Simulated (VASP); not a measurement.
Input of a VASP 6.6.1 run:

File INCAR:

```
PREC = Accurate
ENCUT = 520
EDIFF = 1E-7
ISMEAR = 0
SIGMA = 0.03
LREAL = False
LASPH = True
NELM = 80
ALGO = Fast
ISIF = 2
LWAVE = False
LCHARG = False
GGA = PE
NBANDS = 26
ICORELEVEL = 1
```

KPOINTS

```
regular mesh
0
Gamma
  9 9 4
```

POSCAR

```
CdS                                     
1.0
    4.2017997909      0.0000000000      0.0000000000
   -2.1008998954      3.6388653650     -0.0000000000
   -0.0000000000      0.0000000000      6.8458554056
  Cd              S             
     2     2
Direct
     0.3333333300000021    0.6666666699999979    0.9994271042823145
     0.6666666699999979    0.3333333300000021    0.4994271042823145
     0.3333333300000021    0.6666666699999979    0.3755728957176855
     0.6666666699999979    0.3333333300000021    0.8755728957176855
```

Contents of KPOINTS_OPT:

```
explicit points
186
Reciprocal
 0.0000000000  0.0000000000  0.0000000000 1
 0.0263157895  0.0000000000  0.0000000000 1
 0.0526315789  0.0000000000  0.0000000000 1
 0.0789473684  0.0000000000  0.0000000000 1
 0.1052631579  0.0000000000  0.0000000000 1
 0.1315789474  0.0000000000  0.0000000000 1
[... 178 lines left out ...]
 0.5000000000  0.0000000000  0.5000000000 1
 0.5000000000  0.0000000000  0.0000000000 1
```

Potentials or basis: VASP PAW PBE potentials, release 64 (Cd, S).

Run with:

```bash
$ cat potpaw_PBE.64/Cd/POTCAR potpaw_PBE.64/S/POTCAR > POTCAR
$ mpirun -np 1 vasp_std > vasp.out
```

Estimate the band gap along the path.

1.10 eV, direct.

What does it give for the pressure?

0.0 GPa.

What does it give for the largest force?

0.005 eV/Å.

Core levels (eV, on the scale of the bands):
| atom | levels |
| --- | --- |
| 1 Cd | 1s -26514.1, 2s -3931.2, 2p -3526.5, 3s -728.1, 3p -595.4, 3d -387.9, 4s -100.4, 4p -61.4 |
| 2 Cd | 1s -26514.1, 2s -3931.2, 2p -3526.5, 3s -728.1, 3p -595.4, 3d -387.9, 4s -100.4, 4p -61.4 |
| 3 S | 1s -2397.5, 2s -203.5, 2p -148.3 |
| 4 S | 1s -2397.5, 2s -203.5, 2p -148.3 |

**What was measured.**

From “Isotope dependence of band-gap energy”, 2008, arxiv:0807.2152, for a bulk crystal of CdS: band gap 2.5809 ± 0.0002 eV.

Against the measured gap of CdS, 2.5809 eV (quoted in “Isotope dependence of band-gap energy”, 2008, arxiv:0807.2152), the calculated 1.10 eV is off by -1.48 eV. So large a miss can be the level of theory's own, or it may mean another phase, state or a wrong row. Spin-orbit coupling on Cd is left out. The value is that of PBE, without temperature or zero-point motion. Semilocal functionals fall short of measured gaps as a rule.
